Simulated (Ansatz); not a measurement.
The cell comes from COD entry 1010874, which wasn't checked; take it as a given geometry.

A run of Ansatz 0.2.0 printed the following.

```
hamiltonian.pseudopotentials.datasets: crystal makes datasets for this crystal and solves the spheres of its atoms anew in each pass: cutoff 200.0 eV, the density's 1000.0 eV; for an error of 0.50 meV an atom under PBE, 1.5 meV for the cell; an energy difference from a run of another recipe may be off by several times the error for the cell, under r2SCAN by more, where some 0.1 meV an atom stays at smaller errors; Li in spheres of 1.095 Å, 1 of its electrons in bands, 2 on its site; S in spheres of 1.376 Å, 6 of its electrons in bands; only band paths and densities of states list, in semicore columns, the levels of the semicore shells that are solved separately: 1s of Li
Engine: ansatz 0.2.0
Pseudopotentials: kind: all_electron
Pseudopotential: Li, paw, valence charge 3, recommended cutoff 200 eV (normal), Koelling and Harmon's equation, gaussian nucleus
Pseudopotential: S, paw, valence charge 6, recommended cutoff 200 eV (normal), Koelling and Harmon's equation, gaussian nucleus
Functional definition: SPW92
  exchange = slater_x
  correlation = pw_c
Crystal: 3 atoms, lattice volume = 46.493 Å³
Basis set: ecut = 200 eV, 307 PW (Γ)
Bands: 8, of which v1, the nominal top of the filled ones, is band 4 counted from 1 (3 counted from 0)
Symmetry: 48 space group operations
Space group: Fm-3m (ITA 225), of the structure as read, at distance tolerance 3.6e-5 Å
k-points: 20 of 343
Non-local potential: Li, projectors of the file, l = 0: 1, l = 1: 1
Non-local potential: S, projectors of the file, l = 0: 1, l = 1: 1, l = 2: 2
PAW form: soft (Blöchl's): semilocal exchange-correlation on the pseudo side does not see the compensation charge
PAW one-centre angular grid: Li, 110 points (default); XC on its mesh's 2045 points in the sphere
PAW one-centre angular grid: S, 110 points (default); XC on its mesh's 1989 points in the sphere
Initial density: superposition of atomic densities (neutral atoms: chi_scale 0, normalization atom)
Initial wavefunctions: pseudopotential atomic-orbital guess
Functional: x = slater, c = lda
iter 1 solved again at ethr=1.27e-2 eV; its pass at ethr=1.00e-1 eV (dr2=1.02e0 eV) is discarded
SCF iter   1: F=—  HF=-11238.027343 eV  |F-HF|=—  |Δ(HF+E_count)|=         —  Δρ=3.07e-2  dr2=1.02e0  ethr=1.27e-2  ⟨swp⟩=2.1  Hψ=1100  notcnv=0
preconditioner: auto → none  [insulator: Δε(μ)=4.098 eV  Ē_g=11.245 eV  σ=0.020 eV  W_gap=1.00  n_scr=8 (ndim 8)  ℏωp=15.4 eV  f_vac=0.000  D(μ)=0.00/eV (n_scr^D=0)  ε∞_Penn≈2.9]
iter 2 solved again at ethr=9.13e-4 eV; its pass at ethr=1.27e-2 eV (dr2=7.30e-2 eV) is discarded
SCF iter   2: F=—  HF=-11237.734001 eV  |F-HF|=—  |Δ(HF+E_count)|=   2.93e-1  Δρ=1.34e-2  dr2=7.40e-2  ethr=9.13e-4  ⟨swp⟩=2.1  Hψ=929  notcnv=0
SCF iter   3: F=—  HF=-11237.723207 eV  |F-HF|=—  |Δ(HF+E_count)|=   1.08e-2  Δρ=4.36e-3  dr2=1.15e-2  ethr=9.13e-4  ⟨swp⟩=2.0  Hψ=320  notcnv=0
SCF iter   4: F=—  HF=-11237.724007 eV  |F-HF|=—  |Δ(HF+E_count)|=   8.00e-4  Δρ=4.82e-4  dr2=1.91e-4  ethr=1.44e-4  ⟨swp⟩=2.0  Hψ=304  notcnv=0  defer=1
SCF iter   5: F=—  HF=-11237.724595 eV  |F-HF|=—  |Δ(HF+E_count)|=   5.88e-4  Δρ=2.52e-4  dr2=4.38e-5  ethr=2.38e-6  ⟨swp⟩=3.1  Hψ=545  notcnv=0  defer=2
SCF iter   6: F=—  HF=-11237.724582 eV  |F-HF|=—  |Δ(HF+E_count)|=   1.30e-5  Δρ=2.07e-5  dr2=4.24e-8  ethr=5.47e-7  ⟨swp⟩=3.0  Hψ=281  notcnv=0  defer=1
SCF iter   7: F=-11237.724583 eV  HF=-11237.724583 eV  |F-HF|=8.29e-10  |Δ(HF+E_count)|=   1.32e-7  Δρ=1.56e-6  dr2=1.11e-9  ethr=5.30e-10  ⟨swp⟩=3.6  Hψ=332  notcnv=0  defer=1
SCF 1 converged in 7 iterations: F = -11237.724585 eV  dr2 = 1.11e-9
  Residual-converged pass: ⟨swp⟩=3.1  Hψ=284  notcnv=0  max |occ|·‖R‖ = 6.4e-6 eV (tolerance 6.5e-6 eV)  dr2=9.24e-10  dr2_onsite=5.56e-10  max |Δocc| = 0.0e0
  greatest PAW one-centre occupation: 0.818 electrons in one spin orbital (limit 2), on the S atom at site 2 (counted from 0), in its partial waves of l = 0
NSCF: frozen V_eff on 57 k-points
SCF converged after 7 iterations
Free energy (F): -11237.724585 eV
Harris-Foulkes:  -11237.724585 eV  (|F-HF|=8.29e-10)
Internal energy: -11237.724585 eV  (E = F + TS)
E sigma→0 (E₀):  -11237.724585 eV
Past the cutoff: the bands carry plane waves up to 1.75 times it, of which those up to 1.5 times it add -0.000089 eV an atom, each by itself; the spheres take 0.000060 eV an atom off the energy for waves past 1.75 times it
By the cutoff:   a pressure is off by up to 0.005 GPa (1.2 times the spheres' own share and the shells' term, over an atom's volume, and 0.004 GPa: a bound that held against runs at twice the plane waves)
Past the cutoffs: a stress includes -0.0019 GPa for waves and charges beyond them, in addition to the slope of what the spheres take
In the spheres:  the bands' charges fall short by 1.2e-6 e at most (sound up to 1e-3), those of shells solved beside the bands by 1.1e-7 e (sound up to 5e-4)
Fermi energy:    4.029965 eV
--- Per-component energies (eV) ---
  The terms above E_closure are by the made datasets' own strengths, without shells solved beside the bands.
--- Forces (eV/Å), atoms counted from 1 ---
  atom   1  Li    -0.00000000     0.00000000     0.00000000
  atom   2  Li    -0.00000000     0.00000000    -0.00000000
  atom   3  S     -0.00000000     0.00000000     0.00000000
  max |Σ_I F_I| component: 4.16e-17 eV/Å
--- Stress (GPa, compression-positive) ---
       -2.966384      -0.000000      -0.000000
       -0.000000      -2.966384      -0.000000
       -0.000000      -0.000000      -2.966384
  P = ⅓ Tr σ = -2.9664 GPa (-29.664 kbar)
  It holds what live shells' own plane waves past their cutoff add
--- PAW observables at the nuclei: V_zz in 10²¹ V/m², potentials from the cell's mean, atoms counted from 1 ---
  atom   1  Li V_zz =    -0.000000   η = 0.0000   by run symmetry: forbidden
            electrostatic potential = -163.595746 V   contact ρ = 91.363951 e/Å³
  atom   2  Li V_zz =    -0.000000   η = 0.0000   by run symmetry: forbidden
            electrostatic potential = -163.595746 V   contact ρ = 91.363951 e/Å³
  atom   3  S  V_zz =    -0.000000   η = 0.0000   by run symmetry: forbidden
            electrostatic potential = -1626.570877 V   contact ρ = 19617.352114 e/Å³
--- Band table (eV; the first three rows and the last of 20) ---
  k-point 0: bands = ["-8.5964", "2.3768", "2.3768", "2.3768", "6.4027", "8.3817"]
  k-point 1: bands = ["-8.5242", "1.6121", "2.2615", "2.2615", "6.9385", "8.6763"]
  k-point 2: bands = ["-8.3491", "0.3670", "2.0354", "2.0354", "7.6829", "8.9559"]
  k-point 19: bands = ["-8.0448", "0.2618", "0.4904", "0.9977", "7.4827", "9.6050"]
```

The cell and starting positions:

```
CELL_PARAMETERS angstrom
0.00000 2.85400 2.85400
2.85400 0.00000 2.85400
2.85400 2.85400 0.00000
ATOMIC_POSITIONS crystal
Li 0.25000 0.25000 0.25000
Li 0.75000 0.75000 0.75000
S 0.00000 0.00000 0.00000
```

Parts of the input that the log doesn't repeat:

```yaml
  band_path:
    path:
      - [0.0, 0.0, 0.0]
      - [0.5, 0.0, 0.5]
      - [0.625, 0.25, 0.625]
      - [0.375, 0.375, 0.75]
      - [0.0, 0.0, 0.0]
      - [0.5, 0.5, 0.5]
      - [0.5, 0.25, 0.75]
      - [0.5, 0.0, 0.5]
    npoints: 8
output:
  forces: true
  stress: true
  eigenvalues: true
  efg: { contact_densities: true }
```

Problem. Write the input that produced this log.

Solution. 
```yaml
crystal:
  lattice:
    - [0.0, 2.854, 2.854]
    - [2.854, 0.0, 2.854]
    - [2.854, 2.854, 0.0]
  atoms:
    - { symbol: Li, position: [0.25, 0.25, 0.25] }
    - { symbol: Li, position: [0.75, 0.75, 0.75] }
    - { symbol: S, position: [0.0, 0.0, 0.0] }
kpoints:
  mp_grid: { grid: [7, 7, 7] }
  band_path:
    path:
      - [0.0, 0.0, 0.0]
      - [0.5, 0.0, 0.5]
      - [0.625, 0.25, 0.625]
      - [0.375, 0.375, 0.75]
      - [0.0, 0.0, 0.0]
      - [0.5, 0.5, 0.5]
      - [0.5, 0.25, 0.75]
      - [0.5, 0.0, 0.5]
    npoints: 8
scf:
  occupations: { method: fermi_dirac, width: 0.02 }
hamiltonian:
  xc: lda
  pseudopotentials: { kind: all_electron, datasets: crystal }
output:
  forces: true
  stress: true
  eigenvalues: true
  efg: { contact_densities: true }
```
This is the input that was run; digits and keys that the log doesn't show could differ in an equivalent one.
